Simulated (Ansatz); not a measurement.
NaCl: changes ranked by their effect on the pressure

```xyz
2
Lattice="0.0000 2.8317 2.8317 2.8317 0.0000 2.8317 2.8317 2.8317 0.0000" Properties=species:S:1:pos:R:3 pbc="T T T"
Na    0.0000    0.0000    0.0000
Cl    2.8317    2.8317    2.8317
```

Atoms are numbered in the order listed.

The cell is a measured one (Crystallography Open Database entry 4320809); the temperature and pressure of the measurement aren't taken into account, and nothing was relaxed. It was measured hot, at 423 K.

All numbers below come from DFT, PBE, all-electron LAPW, scalar-relativistic (Ansatz 0.2.0).

Settings: a Γ-centred 7×7×7 k mesh, Fermi–Dirac smearing of 0.03 eV, basis error target 0.25 meV/atom, no spin polarisation.

In this reference run the pressure is 0.4 GPa (positive in compression). Each change below is made alone, on the same k mesh, with fractional coordinates held unless an atom is moved; x, y and z are the Cartesian axes.

Problem. One change shifts the pressure by +2.6 GPa. Which?
A. volume scaled by 1.02
B. x and y strained by -4 %, z held
C. atom 2 (Cl) moved by (0.0289, 0.0289, 0.0289) Å
D. volume scaled by 0.98

Solution. B. The others give: atom 2 (Cl) moved by (0.0289, 0.0289, 0.0289) Å, 0.0 GPa; volume scaled by 1.02, -0.5 GPa; volume scaled by 0.98, +0.5 GPa.
